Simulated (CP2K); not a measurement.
# Ti (P6/mmm) in CP2K: settings compared

Aim: see how the results for Ti move with the level of theory and the settings. Levels: RPBE, TPSS. Tasks: atomic charges.

All numbers are computed with CP2K 2026.2; they aren't measurements. Logs are shortened: lines on timing, memory, paths and dates and some standing lists are left out, and cuts for length are marked.

## (1) The structure

It takes space group P6/mmm (No. 191, hexagonal). The conventional cell has a = 4.567 Å, b = 4.567 Å, c = 2.826 Å, α = 90.00°, β = 90.00°, γ = 120.00°. Ti (site symmetry -6m2) has 11 Ti at 2.64 to 2.99 Å as nearest neighbours. Ti (site symmetry 6/mmm) is surrounded by 14 Ti at 2.83 to 2.99 Å.

This isn't the form of Ti at room conditions, which is hcp.

## (2) Atomic charges, RPBE

Contents of ti_charges.inp:

```
&GLOBAL
  PROJECT ti_charges
  RUN_TYPE ENERGY_FORCE
  PRINT_LEVEL LOW
&END GLOBAL
&FORCE_EVAL
  METHOD QS
  STRESS_TENSOR ANALYTICAL
  &DFT
    BASIS_SET_FILE_NAME BASIS_MOLOPT_UZH
    POTENTIAL_FILE_NAME POTENTIAL_UZH
    &MGRID
      CUTOFF 675
      REL_CUTOFF 60
      NGRIDS 4
    &END MGRID
    &QS
      METHOD GPW
      EPS_DEFAULT 1.0E-9
    &END QS
    &KPOINTS
      SCHEME MONKHORST-PACK 7 7 9
      GAMMA_CENTERED T
      SYMMETRY T
      SYMMETRY_BACKEND SPGLIB
    &END KPOINTS
    &SCF
      SCF_GUESS ATOMIC
      EPS_SCF 1.0E-6
      MAX_SCF 100
      ADDED_MOS 21
      CHOLESKY OFF
      EPS_EIGVAL 1.0E-7
      &DIAGONALIZATION ON
        ALGORITHM STANDARD
      &END DIAGONALIZATION
      &MIXING ON
        METHOD BROYDEN_MIXING
        ALPHA 0.4
        BETA 1.5
        NBUFFER 8
      &END MIXING
      &SMEAR ON
        METHOD FERMI_DIRAC
        ELECTRONIC_TEMPERATURE 580.23
      &END SMEAR
    &END SCF
    &XC
      &XC_FUNCTIONAL
        &GGA_X_RPBE
        &END GGA_X_RPBE
        &GGA_C_PBE
        &END GGA_C_PBE
      &END XC_FUNCTIONAL
    &END XC
    &PRINT
      &KPOINTS ON
      &END KPOINTS
      &MULLIKEN ON
      &END MULLIKEN
      &MO ON
        ENERGIES T
        OCCUPATION_NUMBERS T
        &EACH
          QS_SCF 0
        &END EACH
        ADD_LAST NUMERIC
      &END MO
      &LOWDIN ON
      &END LOWDIN
      &HIRSHFELD ON
        SHAPE_FUNCTION GAUSSIAN
      &END HIRSHFELD
      &VORONOI ON
        VORONOI_RADII VDW
      &END VORONOI
      &E_DENSITY_CUBE ON
        STRIDE 1
      &END E_DENSITY_CUBE
      &V_HARTREE_CUBE ON
        STRIDE 1
      &END V_HARTREE_CUBE
      &ELF_CUBE ON
        STRIDE 1
      &END ELF_CUBE
    &END PRINT
  &END DFT
  &SUBSYS
    &CELL
      A 4.5673748306 0.0000000000 0.0000000000
      B -2.2836874153 3.9554626319 0.0000000000
      C 0.0000000000 0.0000000000 2.8262442700
      PERIODIC XYZ
    &END CELL
    &COORD
      SCALED
      Ti  0.6666666667 0.3333333333 0.5000000000
      Ti  0.3333333333 0.6666666667 0.5000000000
      Ti  0.0000000000 0.0000000000 0.0000000000
    &END COORD
    &KIND Ti
      BASIS_SET TZVP-MOLOPT-PBE-GTH-q12
      POTENTIAL GTH-PBE-q12
    &END KIND
    &PRINT
      &ATOMIC_COORDINATES ON
      &END ATOMIC_COORDINATES
      &CELL ON
      &END CELL
      &SYMMETRY ON
      &END SYMMETRY
    &END PRINT
  &END SUBSYS
  &PRINT
    &FORCES ON
    &END FORCES
    &STRESS_TENSOR ON
    &END STRESS_TENSOR
  &END PRINT
&END FORCE_EVAL
```

Potentials or basis: POTENTIAL_UZH Ti GTH-PBE-q12; TZVP-MOLOPT-PBE-GTH basis.

Started as:

```sh
> OMP_NUM_THREADS=1 cp2k.psmp -i ti_charges.inp -o ti_charges.out
```

ti_charges.out:

```text

 CP2K| version string:                                       CP2K version 2026.2
 CP2K| Input file name                                            ti_charges.inp

 GLOBAL| Force Environment number                                              1
 GLOBAL| Basis set file name                                    BASIS_MOLOPT_UZH
 GLOBAL| Potential file name                                       POTENTIAL_UZH
 GLOBAL| MM Potential file name                                     MM_POTENTIAL
 GLOBAL| Coordinate file name                                      __STD_INPUT__
 GLOBAL| Method name                                                        CP2K
 GLOBAL| Project name                                                 ti_charges
 GLOBAL| Run type                                                   ENERGY_FORCE
 GLOBAL| FFT library                                                       FFTW3
 GLOBAL| Diagonalization library                                       ScaLAPACK
 GLOBAL| Cholesky decomposition library                                ScaLAPACK
 GLOBAL| DGEMM library                                                      BLAS
 GLOBAL| Direct generalized diagonalization requested                          F
 GLOBAL| Matrix multiplication library                                 ScaLAPACK
 GLOBAL| Global print level                                                  LOW
 GLOBAL| Total number of message passing processes                             1
 GLOBAL| Number of threads for this process                                    1
 GLOBAL| CPU model name                                                  UNKNOWN

 CELL| Volume [angstrom^3]:                                            51.059156
 CELL| Vector a [angstrom]:       4.567     0.000     0.000   |a| =     4.567375
 CELL| Vector b [angstrom]:      -2.284     3.955     0.000   |b| =     4.567375
 CELL| Vector c [angstrom]:       0.000     0.000     2.826   |c| =     2.826244
 CELL| Angle (b,c), alpha [degree]:                                    90.000000
 CELL| Angle (a,c), beta  [degree]:                                    90.000000
 CELL| Angle (a,b), gamma [degree]:                                   120.000000
 CELL| Numerically orthorhombic:                                              NO
 CELL| Periodicity                                                           XYZ

 CELL_REF| Volume [angstrom^3]:                                        51.059156
 CELL_REF| Vector a [angstrom     4.567     0.000     0.000   |a| =     4.567375
 CELL_REF| Vector b [angstrom    -2.284     3.955     0.000   |b| =     4.567375
 CELL_REF| Vector c [angstrom     0.000     0.000     2.826   |c| =     2.826244
 CELL_REF| Angle (b,c), alpha [degree]:                                90.000000
 CELL_REF| Angle (a,c), beta  [degree]:                                90.000000
 CELL_REF| Angle (a,b), gamma [degree]:                               120.000000
 CELL_REF| Numerically orthorhombic:                                          NO
 CELL_REF| Periodicity                                                       XYZ
[... 9 lines left out ...]
 TOTAL NUMBERS AND MAXIMUM NUMBERS

  Total number of            - Atomic kinds:                                   1
                             - Atoms:                                          3
                             - Shell sets:                                     3
                             - Shells:                                        33
                             - Primitive Cartesian functions:                 18
                             - Cartesian basis functions:                    123
                             - Spherical basis functions:                    105

  Maximum angular momentum of- Orbital basis functions:                        3
                             - Local part of the GTH pseudopotential:          2
                             - Non-local part of the GTH pseudopotential:      3

 MODULE QUICKSTEP: ATOMIC COORDINATES IN ANGSTROM

   Atom Kind Element         X             Y             Z       Z(eff)     Mass
      1    1 Ti   22      2.283687      1.318488      1.413122  12.0000  47.8670
      2    1 Ti   22     -0.000000      2.636975      1.413122  12.0000  47.8670
      3    1 Ti   22      0.000000      0.000000      0.000000  12.0000  47.8670

 Crystal Symmetry Information
       International Symbol:                                              P6/mmm
       Point Group Symbol:                                                 6/mmm
       Schoenflies Symbol:                                                 D6h^1
       Number of Symmetry Operations:                                         24

 SCF PARAMETERS         Density guess:                                    ATOMIC
                        --------------------------------------------------------
                        max_scf:                                             100
[... 7 lines left out ...]
                        --------------------------------------------------------
                        level_shift [a.u.]:                             0.000000
                        added MOs                                        21    0
                        --------------------------------------------------------
                        Mixing method:                            BROYDEN_MIXING
[... 11 lines left out ...]
 *******************************************************************************
[... 49 lines left out ...]
 BRILLOUIN|    40           0.00227        0.00000        0.00000        0.00000
 *******************************************************************************

 Extrapolation method: initial_guess

 Number of electrons:                                                         36
 Number of occupied orbitals:                                                 18
 Number of molecular orbitals:                                                39

 Number of orbital functions:                                                105
 Number of independent orbital functions:                                    105

 SCF WAVEFUNCTION OPTIMIZATION

  Step     Update method      Time    Convergence         Total energy    Change
  ------------------------------------------------------------------------------
     1 NoMix/Diag. 0.40E+00    6.6     1.05683432      -175.4960442446 -1.75E+02
     2 Broy./Diag. 0.40E+00    6.2     0.10648387      -176.1367330086 -6.41E-01
     3 Broy./Diag. 0.40E+00    6.2     0.05666854      -175.2547469430  8.82E-01
     4 Broy./Diag. 0.40E+00    6.2     0.03540370      -174.6050647598  6.50E-01
     5 Broy./Diag. 0.40E+00    6.2     0.04274688      -174.2465887396  3.58E-01
     6 Broy./Diag. 0.40E+00    6.3     0.01440709      -174.3144715805 -6.79E-02
     7 Broy./Diag. 0.40E+00    6.4     0.00330947      -174.2775154045  3.70E-02
     8 Broy./Diag. 0.40E+00    6.2     0.00087351      -174.2845489339 -7.03E-03
     9 Broy./Diag. 0.40E+00    6.1     0.00017480      -174.2836145813  9.34E-04
    10 Broy./Diag. 0.40E+00    6.2     0.00017908      -174.2830218558  5.93E-04
    11 Broy./Diag. 0.40E+00    6.0     0.00009193      -174.2828530298  1.69E-04
    12 Broy./Diag. 0.40E+00    6.2     0.00000694      -174.2829850722 -1.32E-04
    13 Broy./Diag. 0.40E+00    6.2     0.00000243      -174.2830254989 -4.04E-05
    14 Broy./Diag. 0.40E+00    6.0     0.00000039      -174.2830254686  3.02E-08

  *** SCF run converged in    14 steps ***

  Electronic density on regular grids:        -35.9999999685        0.0000000315
  Core density on regular grids:               35.9999999856       -0.0000000144
  Total charge density on r-space grids:        0.0000000171
  Total charge density g-space grids:           0.0000000171

  Overlap energy of the core charge distribution:               0.00000000000000
  Self energy of the core charge distribution:               -319.87829500909362
  Core Hamiltonian energy:                                     81.59101661682342
  Hartree energy:                                              86.08818183158048
  Exchange-correlation energy:                                -22.08311207136928
  Electronic entropic energy:                                  -0.00081683651256
  Fermi energy:                                                 0.40992385274515

  Total energy:                                              -174.28302546862304
  Total energy (extrapolated to T->0):                       -174.28261705036675

 MO| EIGENVALUES AND OCCUPATION NUMBERS FOR K POINT 1
 MO|
 MO|  Index      Eigenvalue [a.u.]        Eigenvalue [eV]             Occupation
 MO|      1              -1.679248             -45.694673               2.000000
 MO|      2              -1.668267             -45.395841               2.000000
 MO|      3              -1.666496             -45.347671               2.000000
 MO|      4              -0.815465             -22.189937               2.000000
 MO|      5              -0.812764             -22.116429               2.000000
 MO|      6              -0.809174             -22.018742               2.000000
[... 616 lines left out ...]
 MO|     38               1.036423              28.202513               0.000000
 MO|     39               1.067923              29.059661               0.000000
 MO| Sum:                                                              35.302781
 MO| E(Fermi):            0.409924 a.u.         11.154595 eV

 [... the levels of further k-points ...]

 The electron density is written in Cube    file format to the file:

 ti_charges-ELECTRON_DENSITY-1_0.cube

 !-----------------------------------------------------------------------------!
                     Mulliken Population Analysis

 #  Atom  Element  Kind  Atomic population                           Net charge
       1     Ti       1         12.041441                             -0.041441
       2     Ti       1         12.041441                             -0.041441
       3     Ti       1         11.917118                              0.082882
 # Total charge                             36.000000                 -0.000000

 !-----------------------------------------------------------------------------!

 !-----------------------------------------------------------------------------!
                           Hirshfeld Charges

  #Atom  Element  Kind  Ref Charge     Population                    Net charge
      1       Ti     1      12.000         12.007                        -0.007
      2       Ti     1      12.000         12.007                        -0.007
      3       Ti     1      12.000         11.987                         0.013

  Total Charge                                                           -0.000
 !-----------------------------------------------------------------------------!

 VORONOI| Collecting electron density from MPI ranks and sending to library...
 VORONOI| Voronoi integration finished.

 LOWDIN POPULATION ANALYSIS

 #  Atom  Element  Kind  Atomic population                           Net charge
       1     Ti       1         12.033110                             -0.033110
       2     Ti       1         12.033110                             -0.033110
       3     Ti       1         11.933780                              0.066220
 # Total charge                             36.000000                 -0.000000

               ----- ELF is computed on the real space grid -----

 ELF is written in Cube    file format to the file:

 ti_charges-ELF_S1-1_0.cube

 ENERGY| Total FORCE_EVAL ( QS ) energy [hartree]           -174.283023554654932

 FORCES| Atomic forces [hartree/bohr]
 FORCES|   Atom     x               y               z               |f|
 FORCES|      1 -2.54570130E-08  1.80608726E-08 -4.47315395E-14   3.12130522E-08
 FORCES|      2  2.54570022E-08 -1.80608834E-08 -6.05619125E-14   3.12130497E-08
 FORCES|      3 -8.95235962E-16  2.17274823E-14 -3.91617154E-15   2.20957311E-14
 FORCES| Sum    -1.16608888E-14  1.09169821E-14 -1.09209624E-13
 FORCES| Total atomic force                                       1.10371639E-13

 STRESS| Analytical stress tensor [bar]
 STRESS|                        x                   y                   z
 STRESS|      x        4.09335745400E+04   8.89999915884E-01   4.58039229535E-10
 STRESS|      y        8.89999915884E-01   4.09345684387E+04  -2.70149929615E-09
 STRESS|      z        4.58039229535E-10  -2.70149929615E-09   3.75037702392E+04
 STRESS| 1/3 Trace                                             3.97906377393E+04
 STRESS| Determinant                                           6.28412501931E+13

 STRESS| Eigenvectors and eigenvalues of the analytical stress tensor [bar]
 STRESS|                        1                   2                   3
 STRESS| Eigenvalues   3.75037702392E+04   4.09330521471E+04   4.09350908315E+04
 STRESS|      x          -0.000000000000      0.862415108401      0.506201719477
 STRESS|      y           0.000000000001     -0.506201719477      0.862415108401
 STRESS|      z           1.000000000000      0.000000000001     -0.000000000001
```

Wall time 1.9 min (1 thread of Arm Neoverse V2, shared host); peak memory 0.53 GiB.

Results:

* Free energy: -4742.4823 eV
* Pressure: 4.0 GPa
* Band gap on the k mesh: none (metal or under the smearing width)

Stress tensor (GPa, compression positive):
```
4.09 0.00 0.00
0.00 4.09 0.00
0.00 0.00 3.75
```

Caveat: the potentials were made for another functional, which shifts forces and pressure; the basis of atomic orbitals isn't converged, which shifts pressures, moduli and gaps.

## (3) Atomic charges, TPSS

ti_charges.inp: that of step 2 with these lines changed.

```diff
@@ -49,6 +49,6 @@
       &XC_FUNCTIONAL
-        &GGA_X_RPBE
-        &END GGA_X_RPBE
-        &GGA_C_PBE
-        &END GGA_C_PBE
+        &MGGA_X_TPSS
+        &END MGGA_X_TPSS
+        &MGGA_C_TPSS
+        &END MGGA_C_TPSS
       &END XC_FUNCTIONAL
@@ -77,9 +77,9 @@
       &E_DENSITY_CUBE ON
-        STRIDE 1
+        STRIDE 2
       &END E_DENSITY_CUBE
       &V_HARTREE_CUBE ON
-        STRIDE 1
+        STRIDE 2
       &END V_HARTREE_CUBE
       &ELF_CUBE ON
-        STRIDE 1
+        STRIDE 2
       &END ELF_CUBE
```

Potentials or basis: POTENTIAL_UZH Ti GTH-PBE-q12; TZVP-MOLOPT-PBE-GTH basis.

Started as:

```sh
> OMP_NUM_THREADS=1 cp2k.psmp -i ti_charges.inp -o ti_charges.out
```

Wall time 5 min (1 thread of Arm Neoverse V2, shared host); peak memory 0.54 GiB.

It converged, with:

* Free energy: -4738.8147 eV
* Pressure: -1.3 GPa
* Band gap on the k mesh: none (metal or under the smearing width)

Stress tensor (GPa, compression positive):
```
-1.09  0.00  0.00
 0.00 -1.09  0.00
 0.00  0.00 -1.59
```

Levels at points of the mesh, in eV from the Fermi level:
```tsv
k point	band 15	band 16	band 17	band 18	band 19	band 20	band 21	band 22
(0.00, 0.00, 0.00)	-0.72	-0.72	-0.64	-0.64	-0.02	0.72	1.34	1.34
```

Caveat: the potentials were made for another functional, which shifts forces and pressure; the basis of atomic orbitals isn't converged, which shifts pressures, moduli and gaps.
